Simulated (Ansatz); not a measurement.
Runs of Ansatz 0.2.0 on BAs. Symmetry: Pmmm, No. 47, orthorhombic system. Conventional cell: a = 2.128 Å, b = 3.174 Å, c = 4.951 Å, α = 90.00°, β = 90.00°, γ = 90.00°. B (site symmetry mmm) is surrounded by 2 B at 2.13 Å. As (site symmetry mmm) has 2 As at 2.13 Å as nearest neighbours. The cell was built by a generator and needn't be a form met in nature.

```csv
task,level,spin,cell,k mesh,points for each segment of the path,gap on the mesh (eV),pressure (GPa)
relaxation of cell and atoms,RPBE,off,relaxed,12 × 8 × 6,-,none,0.0
band structure,revPBE,off,as given,12 × 8 × 6,14,none,(a)
band structure,PBEsol,"SOC, no magnetisation",as given,9 × 6 × 5,14,none,2.3
band structure,RPBE,off,as given,12 × 8 × 6,14,none,7.4
```

Alike in all rows: potentials or basis Ansatz PAW; cutoff (eV) 420; smearing fermi-dirac 0.05 eV.

Problem. Estimate the missing entries.

Solution. (a) 6.9.

Caveats: this functional lacks dispersion, which binds the layers, so the pressure and a relaxed spacing across them are unreliable; the PAW data sets come from PBE, with cores solved anew for the run's functional, which leaves a small shift of forces and pressure; the plane-wave basis is chosen anew once the cell has moved, so the energies of steps on either side of that aren't comparable (some runs).

A k mesh can miss the band edges, and rows without SOC leave out spin-orbit coupling on As.

A gap of «none» marks a metal or a gap under the smearing width.
